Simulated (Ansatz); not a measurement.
**ZrC under changes of volume**

One of the cells (13.228 Å³/atom); the others are scaled copies at fixed shape and fractional positions:

```xyz
2
Lattice="0.0000 2.3650 2.3650 2.3650 0.0000 2.3650 2.3650 2.3650 0.0000" Properties=species:S:1:pos:R:3 pbc="T T T"
Zr    2.3650    2.3650    2.3650
C     0.0000    0.0000    0.0000
```

* Program: Ansatz 0.2.0
* Functional: PBEsol
* Dispersion: D3(BJ)
* Potentials or basis: all-electron LAPW, relativistic spinors
* Cutoff: 258 eV (chosen from the basis error)
* Basis error allowed: 0.001 eV/atom
* k mesh: 8 × 8 × 8
* Occupations: fermi-dirac, width 0.05 eV
* Spin: spin-orbit coupling, no magnetisation
* Hubbard terms: Zr d U = 5 eV

| volume (Å³/atom) | energy over the lowest point (meV/atom) | pressure (GPa) |
| --- | --- | --- |
| 12.434 | 11.44 | 8.6 |
| 12.699 | 1.64 | 3.4 |
| 12.963 | 0.00 | -1.3 |
| 13.228 | 5.75 | -5.6 |
| 13.493 | ? | ? |
| 13.757 | 36.69 | -12.9 |
| 14.022 | 60.66 | -16.1 |

**Question.** What does the run at 13.493 Å³/atom give?

**Answer.** Energy over the lowest point 18.21 meV/atom; pressure -9.5 GPa.

Worked out: A Birch-Murnaghan fit of order 3 (a polynomial in V^(-2/3)) to the other rows has its minimum at 12.89 Å³/atom with B0 = V·E''(V) = 224 GPa and B' = 3.9. It gives 18.23 meV/atom at 13.493 Å³/atom, against the run's 18.21, and -dE/dV = -9.4 GPa, against -9.5.

Energies are extrapolated to zero smearing.

Caveats: U is the effective U less J, on atomic orbitals that reach past the spheres; U without spin polarisation on a metal has little footing; pairwise dispersion overbinds metals, which lowers pressure and volume; the U is typed as a test and isn't derived for this compound; the k mesh is thin for a metal, which can move the energy by tens of meV per atom (some runs).
